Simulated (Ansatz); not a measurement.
Crystal: Li.

```xyz
2
Lattice="3.1110 0.0000 0.0000 -1.5555 2.6942 0.0000 0.0000 0.0000 5.0930" Properties=species:S:1:pos:R:3 pbc="T T T"
Li    1.5555    0.8981    3.8197
Li    0.0000    1.7961    1.2732
```

This isn't the form of Li at room conditions, which is bcc.

| Item | Value |
| --- | --- |
| Program | Ansatz 0.2.0 |
| Task | single point |
| Functional | PBE |
| Potentials or basis | all-electron LAPW, scalar-relativistic |
| Cutoff | 62 eV (chosen from the basis error) |
| Basis error allowed | 0.001 eV/atom |
| k mesh | 10 × 10 × 5 |
| Occupations | fermi-dirac, width 0.05 eV |
| Spin | no spin polarisation |

On this cell: pressure -0.7 GPa; largest force under 0.003 eV/Å; band gap on the k mesh none (metal or under the smearing width).

The same run follows on a disturbed copy (atoms moved at random, drawn with an rms of 0.05 Å):

```
Li
1.0
     3.11100    0.00000    0.00000
    -1.55550    2.69421    0.00000
     0.00000    0.00000    5.09300
Li
2
Direct
  0.66777 0.33675 0.75534
  0.33089 0.67143 0.24566
```

What does the disturbed cell give?

The energy (extrapolated to zero smearing) moves by +0.7 meV/atom; pressure -0.7 GPa; largest force 0.055 eV/Å; band gap on the k mesh none (metal or under the smearing width).

Forces in eV/Å, atoms in the order of the input:
```
Li  -0.002  0.001 -0.055
Li   0.002 -0.001  0.055
```

Stress tensor (GPa, compression positive):
```
-0.62  0.02  0.00
 0.02 -0.61  0.00
 0.00  0.00 -0.80
```
